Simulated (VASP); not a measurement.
# CdTe (F-43m) in VASP: settings compared

Aim: see how the results for CdTe move with the level of theory and the settings. Levels: PBE, LDA. Tasks: relaxation of cell and atoms.

Program: VASP 6.6.1. These are calculated values, not measurements. Logs are shortened: lines on timing, memory, paths and dates and some standing lists are left out, and cuts for length are marked.

## Step 1: The crystal as given

Symmetry: F-43m, No. 216, cubic system. Conventional cell: a = 6.410 Å, b = 6.410 Å, c = 6.410 Å, α = 90.00°, β = 90.00°, γ = 90.00°. Cd (site symmetry -43m) has 4 Te at 2.78 Å as nearest neighbours. Te (site symmetry -43m) has 4 Cd at 2.78 Å as nearest neighbours.

## Step 2: Relaxation of cell and atoms, PBE

File INCAR:

```
SYSTEM = CdTe
PREC = Accurate ; ENCUT = 300
EDIFF = 1E-6 ; ISMEAR = 0
SIGMA = 0.03 ; LREAL = .FALSE.
LASPH = .TRUE. ; NELM = 80
ALGO = Normal ; ISIF = 3
LWAVE = .FALSE. ; LCHARG = .FALSE.
GGA = PE ; IBRION = 2
NSW = 90 ; EDIFFG = -0.01
```

File KPOINTS:

```
Automatic mesh
0
G
  4 4 4
  0 0 0
```

File POSCAR:

```
CdTe
1.0
    0.0000000000      3.2050000000      3.2050000000
    3.2050000000      0.0000000000      3.2050000000
    3.2050000000      3.2050000000      0.0000000000
Cd Te
1 1
Direct
    0.0000000000      0.0000000000      0.0000000000
    0.2500000000      0.2500000000      0.2500000000
```

Potentials or basis: VASP PAW PBE potentials, release 64 (Cd, Te).

Launch:

```console
$ cat potpaw_PBE.64/Cd/POTCAR potpaw_PBE.64/Te/POTCAR > POTCAR
$ mpirun -np 1 vasp_std > vasp.out
```

OUTCAR:

```text
SYSTEM = CdTe
   PREC = Accurate
   ENCUT = 300
   EDIFF = 1E-6
   ISMEAR = 0
   LREAL = .FALSE.
   LASPH = .TRUE.
   NELM = 80
   ISIF = 3
   GGA = PE
   IBRION = 2
   NSW = 90
   EDIFFG = -0.01

 ion  position               nearest neighbor table
   1  0.000  0.000  0.000-   2 2.78   2 2.78   2 2.78   2 2.78
   2  0.250  0.250  0.250-   1 2.78   1 2.78   1 2.78   1 2.78

  LATTYP: Found a face centered cubic cell.
 ALAT       =     6.4100000000

  Lattice vectors:

 A1 = (   0.0000000000,   3.2050000000,   3.2050000000)
 A2 = (   3.2050000000,   0.0000000000,   3.2050000000)
 A3 = (   3.2050000000,   3.2050000000,   0.0000000000)

Analysis of symmetry for initial positions (statically):
=====================================================================
 Subroutine PRICEL returns:
 Original cell was already a primitive cell.

 Routine SETGRP: Setting up the symmetry group for a
 face centered cubic supercell.

 Subroutine GETGRP returns: Found 24 space group operations
 (whereof 24 operations were pure point group operations)
 out of a pool of 48 trial point group operations.

The static configuration has the point symmetry T_d .

Analysis of symmetry for dynamics (positions and initial velocities):
=====================================================================
 Subroutine PRICEL returns:
 Original cell was already a primitive cell.

 Routine SETGRP: Setting up the symmetry group for a
 face centered cubic supercell.

 Subroutine GETGRP returns: Found 24 space group operations
 (whereof 24 operations were pure point group operations)
 out of a pool of 48 trial point group operations.

The dynamic configuration has the point symmetry T_d .

 Subroutine INISYM returns: Found 24 space group operations
 (whereof 24 operations are pure point group operations),
 and found     1 'primitive' translations

----------------------------------------------------------------------------------------

                                     Primitive cell

  volume of cell :      65.8437

  direct lattice vectors                    reciprocal lattice vectors
     0.000000000  3.205000000  3.205000000    -0.156006240  0.156006240  0.156006240
     3.205000000  0.000000000  3.205000000     0.156006240 -0.156006240  0.156006240
     3.205000000  3.205000000  0.000000000     0.156006240  0.156006240 -0.156006240

  length of vectors
     4.532554467  4.532554467  4.532554467     0.270210734  0.270210734  0.270210734

  position of ions in fractional coordinates (direct lattice)
[... 60 lines left out ...]
   ENCUT  =  300.0 eV  22.05 Ry    4.70 a.u.   6.40  6.40  6.40*2*pi/ulx,y,z
   NELM   =     80;   NELMIN=  2; NELMDL= -5     # of ELM steps
   EDIFF  = 0.1E-05   stopping-criterion for ELM
   LREAL  =      F    real-space projection
   EDIFFG = -.1E-01   stopping-criterion for IOM
   NSW    =     90    number of steps for IOM
   IBRION =      2    ionic relax: 0-MD 1-quasi-New 2-CG
   NFREE  =      1    steps in history (QN), initial steepest desc. (CG)
   ISIF   =      3    stress and relaxation
   ISYM   =      2    0-nonsym 1-usesym 2-fastsym
   POTIM  = 0.5000    time-step for ionic-motion
   TEBEG  =    0.0;   TEEND  =   0.0 temperature during run
   PSTRESS=    0.0 pullay stress
   NELECT =      18.0000    total number of electrons
   NUPDOWN=      -1.0000    fix difference up-down
   EMIN   =  10.00;   EMAX   =-10.00  energy-range for DOS
   EFERMI =   0.00;   METHOD = LEGACY
   ISMEAR =     0;   SIGMA  =   0.03  broadening in eV -4-tet -1-fermi 0-gaus
   EFERMI_NEDOS =   21; number of points for ismear=-14 and -15
   IALGO  =     38    algorithm
   IMIX   =      4    mixing-type and parameters
     AMIX     =   0.40;   BMIX     =  1.00
     AMIX_MAG =   1.60;   BMIX_MAG =  1.00
  volume/ion in A,a.u.               =      32.92       222.17
  Fermi-wavevector in a.u.,A,eV,Ry     =   1.062497  2.007828 15.359610  1.128899
  Thomas-Fermi vector in A             =   2.197950
   LORBIT       =      0    0 simple, 1 ext, 2 COOP (PROOUT), +10 PAW based schemes
   GGA     = PE    functional components
   LHFCALC =     F    Hartree Fock is set to
   AEXX    =    0.0000 exact exchange contribution
   IVDW    =     0    specifies the selected vdW correction
   LEPSILON=     F    determine dielectric tensor
   LRPA    =     F    only Hartree local field effects (RPA)
 conjugate gradient relaxation of ions
 non-spin polarized calculation
 Gauss-broadening in eV      SIGMA  =   0.03
  energy-cutoff  :      300.00
  volume of cell :       65.84
 maximum number of plane-waves:       784
 NGX is ok and might be reduce to    28
   NGX = 13   NGY = 13   NGZ = 13

--------------------------------------- Ionic step        1  -------------------------------------------

 number of electron      18.0000011 magnetization

 Free energy of the ion-electron system (eV)
  ---------------------------------------------------
  ext. energy  EPLUGINS =         0.00000000
  ---------------------------------------------------
  free energy    TOTEN  =        -4.65858620 eV

  energy without entropy =       -4.65858620  energy(sigma->0) =       -4.65858620

------------------------ aborting loop because EDIFF is reached ----------------------------------------

  FORCE on cell =-STRESS in cart. coord.  units (eV):
  Direction    XX          YY          ZZ          XY          YZ          ZX
  --------------------------------------------------------------------------------------
  -------------------------------------------------------------------------------------
  Total        1.9031811      1.9031811      1.9031811     -0.0000000      0.0000000     -0.0000000
  in kB       46.3101945     46.3101945     46.3101945     -0.0000000      0.0000000     -0.0000000
  external PRESSURE =      46.3101945 kB  Pullay stress =       0.0000000 kB
[... 59 lines left out ...]
--------------------------------------- Ionic step        3  -------------------------------------------

 number of electron      17.9999985 magnetization

 Free energy of the ion-electron system (eV)
  ---------------------------------------------------
  ext. energy  EPLUGINS =         0.00000000
  ---------------------------------------------------
  free energy    TOTEN  =        -4.74703679 eV

  energy without entropy =       -4.74703679  energy(sigma->0) =       -4.74703679

 E-fermi :   1.9857     XC(G=0):  -8.3029

 val. band max:        1.8418765877   @ k =   0.0000   0.0000   0.0000
 cond. band min:       2.4095034976   @ k =   0.0000   0.0000   0.0000
 fundamental gap:      0.5676269099
 Fermi energy:         1.9856840194

 k-point     1 :       0.0000    0.0000    0.0000
  band No.  band energies     occupation
      1      -8.9983      2.00000
      2      -6.2729      2.00000
      3      -6.2729      2.00000
      4      -6.2729      2.00000
      5      -6.0562      2.00000
      6      -6.0562      2.00000
      7       1.8419      2.00000
      8       1.8419      2.00000
      9       1.8419      2.00000
     10       2.4095      0.00000
     11       6.4569      0.00000
     12       6.4569      0.00000
     13       6.4569      0.00000
[... 139 lines left out ...]
  FREE ENERGIE OF THE ION-ELECTRON SYSTEM (eV)
  ---------------------------------------------------
  free  energy   TOTEN  =        -4.7470367886 eV

  energy  without entropy=       -4.7470367886  energy(sigma->0) =       -4.74703679

 reached required accuracy - stopping structural energy minimisation
```

OSZICAR:

```text
N       E                     dE             d eps       ncg     rms          rms(c)
DAV:   1     0.673551801247E+02    0.67355E+02   -0.64075E+03   224   0.755E+02
DAV:   2    -0.272349610747E+01   -0.70079E+02   -0.68110E+02   238   0.226E+02
DAV:   3    -0.487969517903E+01   -0.21562E+01   -0.21533E+01   228   0.397E+01
[... 27 lines left out ...]
DAV:   5    -0.474700792902E+01    0.10697E-03   -0.59440E-04   216   0.300E-01    0.133E-01
DAV:   6    -0.474704061991E+01   -0.32691E-04   -0.19239E-04   213   0.134E-01    0.416E-02
DAV:   7    -0.474703444994E+01    0.61700E-05   -0.94646E-06   208   0.303E-02    0.109E-02
DAV:   8    -0.474703662502E+01   -0.21751E-05   -0.46356E-06   208   0.147E-02    0.240E-03
DAV:   9    -0.474703678859E+01   -0.16356E-06   -0.13046E-07   134   0.495E-03
   3 F= -.47470368E+01 E0= -.47470368E+01  d E =-.884506E-01
```

Run time: 15 s. Hardware: 1 thread of Intel Xeon Platinum 8259CL at 2.50GHz (Skylake/Cascade Lake), shared host; peak memory 0.15 GiB.

These settings aren't checked as converged: the numbers below hold their error.

Results:

```
Free energy                            : -4.7470 eV
Relaxed volume                         : 36.17 Å³/atom
Relaxed cell                           : a = 4.677 Å, b = 4.677 Å, c = 4.677 Å, α = 60.00°, β = 60.00°, γ = 60.00°
Space group after relaxing (to 0.05 Å) : F-43m (No. 216)
Energy gained by relaxing              : 44.2 meV/atom
Ionic steps                            : 3
Band gap on the k mesh                 : 0.57 eV, direct
```

Caveat: the k mesh is coarse (spacing up to 0.42 Å⁻¹), so the values aren't converged; the cutoff is under 1.25 times the usual one of these potentials, so pressure, stress and relaxed cells hold a basis-set (Pulay) error; spin-orbit coupling is left out, which moves the levels of the heavy elements.

## Step 3: Relaxation of cell and atoms, PBE

This run uses another cell than the first one, of 36.17 Å³/atom, 1.099 times its volume.

File INCAR:

```
SYSTEM = CdTe
PREC = Accurate ; ENCUT = 300
EDIFF = 1E-7 ; ISMEAR = 0
SIGMA = 0.03 ; LREAL = .FALSE.
LASPH = .TRUE. ; NELM = 80
ALGO = Normal ; ISIF = 3
LWAVE = .FALSE. ; LCHARG = .FALSE.
GGA = PE ; IBRION = 2
NSW = 90 ; EDIFFG = -0.005
```

KPOINTS is that of step 2.

File POSCAR:

```
CdTe                                    
1.0
    0.0000000000      3.3071792139      3.3071792139
    3.3071792139      0.0000000000      3.3071792139
    3.3071792139      3.3071792139      0.0000000000
  Cd              Te            
     1     1
Direct
     0.0000000000000000    0.0000000000000000    0.0000000000000000
     0.2500000000000000    0.2500000000000000    0.2500000000000000
```

Potentials or basis: VASP PAW PBE potentials, release 64 (Cd, Te).

Launch:

```console
$ cat potpaw_PBE.64/Cd/POTCAR potpaw_PBE.64/Te/POTCAR > POTCAR
$ mpirun -np 1 vasp_std > vasp.out
```

Run time: 15 s. Hardware: 1 thread of Intel Xeon Platinum 8259CL at 2.50GHz (Skylake/Cascade Lake), shared host; peak memory 0.15 GiB.

The run converged, but some of its settings lie outside the range that counts as converged, so its numbers aren't taken as properties of the crystal.

Results:

- Free energy: -4.7538 eV
- Relaxed volume: 36.51 Å³/atom
- Relaxed cell: a = 4.691 Å, b = 4.691 Å, c = 4.691 Å, α = 60.00°, β = 60.00°, γ = 60.00°
- Space group after relaxing (to 0.05 Å): F-43m (No. 216)
- Energy gained by relaxing: 0.3 meV/atom
- Ionic steps: 3
- Band gap on the k mesh: 0.54 eV, direct

Caveat: the cutoff is under 1.25 times the usual one of these potentials, so pressure, stress and relaxed cells hold a basis-set (Pulay) error; spin-orbit coupling is left out, which moves the levels of the heavy elements.

## Step 4: Relaxation of cell and atoms, LDA

File INCAR:

```
SYSTEM = CdTe
PREC = Accurate
ENCUT = 600
EDIFF = 1E-6
ISMEAR = 0
SIGMA = 0.03
LREAL = .False.
LASPH = .True.
NELM = 80
ALGO = Normal
ISIF = 3
LWAVE = .False.
LCHARG = .False.
IBRION = 2
NSW = 90
EDIFFG = -0.01
```

File KPOINTS:

```
Automatic mesh
0
Gamma
  8 8 8
  0 0 0
```

File POSCAR:

```
CdTe
1.0
    0.0000000000      3.2050000000      3.2050000000
    3.2050000000      0.0000000000      3.2050000000
    3.2050000000      3.2050000000      0.0000000000
Cd Te
1 1
Direct
    0.0000000000      0.0000000000      0.0000000000
    0.2500000000      0.2500000000      0.2500000000
```

Potentials or basis: VASP PAW LDA potentials, release 64 (Cd, Te).

Launch:

```console
$ cat potpaw_LDA.64/Cd/POTCAR potpaw_LDA.64/Te/POTCAR > POTCAR
$ mpirun -np 1 vasp_std > vasp.out
```

Wall time 26 s (1 thread of AMD EPYC 9R14 (Zen 4), shared host); peak memory 0.17 GiB.

The run converged. Its results:

| Quantity | Value |
| --- | --- |
| Free energy | -6.0508 eV |
| Relaxed volume | 33.12 Å³/atom |
| Relaxed cell | a = 4.542 Å, b = 4.542 Å, c = 4.542 Å, α = 60.00°, β = 60.00°, γ = 60.00° |
| Space group after relaxing (to 0.05 Å) | F-43m (No. 216) |
| Energy gained by relaxing | 0.1 meV/atom |
| Ionic steps | 2 |
| Pressure after relaxing | 0.0 GPa |
| Band gap on the k mesh | 0.63 eV, direct |

Step by step:
| step | energy change (eV) | largest force (eV/Å) | pressure (GPa) | volume (Å³) |
| --- | --- | --- | --- | --- |
| 1 | 0.0000 | 0.0000 | 0.20 | 65.84 |
| 2 | -0.0002 | 0.0000 | -0.05 | 66.25 |

Final structure:
```cif
data_structure
_symmetry_space_group_name_H-M 'P 1'
_symmetry_Int_Tables_number 1
_cell_length_a 4.5417
_cell_length_b 4.5417
_cell_length_c 4.5417
_cell_angle_alpha 60.000
_cell_angle_beta 60.000
_cell_angle_gamma 60.000
_cell_volume 66.25
loop_
_atom_site_label
_atom_site_type_symbol
_atom_site_fract_x
_atom_site_fract_y
_atom_site_fract_z
_atom_site_occupancy
Cd1 Cd 0.00000 0.00000 0.00000 1
Te1 Te 0.25000 0.25000 0.25000 1
```

Levels at points of the mesh, in eV from the valence-band top:
```tsv
k point	band 5	band 6	band 7	band 8	band 9	band 10	band 11	band 12	band 13
(0.00, 0.00, 0.00)	-8.11	-8.11	0.00	0.00	0.00	0.63	4.48	4.48	4.48
(0.50, 0.00, 0.00)	-8.10	-7.74	-4.66	-0.83	-0.83	1.68	5.08	5.08	6.88
(0.50, 0.50, 0.00)	-8.07	-7.59	-4.51	-1.98	-1.98	2.38	2.54	8.79	9.12
```

Caveat: spin-orbit coupling is left out, which moves the levels of the heavy elements.

## Step 5: Relaxation of cell and atoms, LDA

This run uses another cell than the first one, of 33.12 Å³/atom, 1.006 times its volume.

INCAR: that of step 4 with these lines changed.

```diff
@@ -3,3 +3,3 @@
 ENCUT = 600
-EDIFF = 1E-6
+EDIFF = 1E-7
 ISMEAR = 0
@@ -15,2 +15,2 @@
 NSW = 90
-EDIFFG = -0.01
+EDIFFG = -0.005
```

KPOINTS is that of step 4.

File POSCAR:

```
CdTe                                    
1.0
   -0.0000000000      3.2114991922      3.2114991922
    3.2114991922     -0.0000000000      3.2114991922
    3.2114991922      3.2114991922     -0.0000000000
  Cd              Te            
     1     1
Direct
     0.0000000000000000    0.0000000000000000    0.0000000000000000
     0.2500000000000000    0.2500000000000000    0.2500000000000000
```

Launch:

```console
$ cat potpaw_LDA.64/Cd/POTCAR potpaw_LDA.64/Te/POTCAR > POTCAR
$ mpirun -np 1 vasp_std > vasp.out
```

Wall time 39 s (1 thread of AMD EPYC 9R14 (Zen 4), shared host); peak memory 0.17 GiB.

Results (log left out):

```yaml
Free_energy: -6.0509 eV
Relaxed_volume: 33.07 Å³/atom
Relaxed_cell: a = 4.539 Å, b = 4.539 Å, c = 4.539 Å, α = 60.00°, β = 60.00°, γ = 60.00°
Space_group_after_relaxing_to_0.05_Å: F-43m (No. 216)
Energy_gained_by_relaxing: 0.0 meV/atom
Ionic_steps: 3
Pressure_after_relaxing: 0.0 GPa
Band_gap_on_the_k_mesh: 0.64 eV, direct
```

Final structure:
```
Cd Te
1.0
     0.00000    3.20980    3.20980
     3.20980    0.00000    3.20980
     3.20980    3.20980    0.00000
Cd Te
1 1
Direct
  0.00000 0.00000 0.00000
  0.25000 0.25000 0.25000
```

Levels at points of the mesh, in eV from the valence-band top:
```tsv
k point	band 5	band 6	band 7	band 8	band 9	band 10	band 11	band 12	band 13
(0.00, 0.00, 0.00)	-8.11	-8.11	0.00	0.00	0.00	0.64	4.48	4.48	4.48
(0.50, 0.00, 0.00)	-8.10	-7.74	-4.67	-0.83	-0.83	1.69	5.08	5.08	6.88
(0.50, 0.50, 0.00)	-8.08	-7.60	-4.52	-1.99	-1.99	2.38	2.54	8.80	9.13
```

Caveat: spin-orbit coupling is left out, which moves the levels of the heavy elements.
